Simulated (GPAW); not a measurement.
InSe:

```xyz
8
Lattice="4.0473 0.0000 0.0000 -2.0237 3.5051 0.0000 0.0000 0.0000 18.0521" Properties=species:S:1:pos:R:3 pbc="T T T"
In    0.0000    2.3367    1.3971
In    0.0000    2.3367   16.6550
In    0.0000    0.0000    7.6289
In    0.0000    0.0000   10.4231
Se    0.0000    2.3367    6.3721
Se    0.0000    2.3367   11.6800
Se    2.0237    1.1684    2.6537
Se    2.0237    1.1684   15.3984
```

Measurements of this composition are mostly on another form, of space group No. 160.

Base run:

| Quantity | Value |
| --- | --- |
| Program | GPAW 26.7.0 |
| Functional | LDA |
| Potentials or basis | the program's PAW data sets (release 1.2.1) made for this functional |
| Cutoff | 600 eV |
| Basis | pw |
| k mesh | 5 × 5 × 1 |
| Occupations | fermi-dirac, width 0.05 eV |
| Spin | no spin polarisation |

Its results: band gap on the k mesh 0.49 eV, direct; pressure -2.4 GPa; largest force 0.176 eV/Å.

Task: The run is repeated on the same cell with these changes: cutoff from 600 eV to 450 eV; k mesh from 5 × 5 × 1 to 6 × 6 × 1. What comes out?

Result: Band gap on the k mesh 0.49 eV, direct; pressure -3.4 GPa; largest force 0.175 eV/Å.

Caveats: spin-orbit coupling is left out, which moves the levels of the heavy elements; the cutoff is short for stress and forces, so pressures can be off by a GPa or more (some runs); an odd mesh through Γ misses points on the zone boundary, where band edges often lie (some runs).

Not every run made on this cell is shown here.
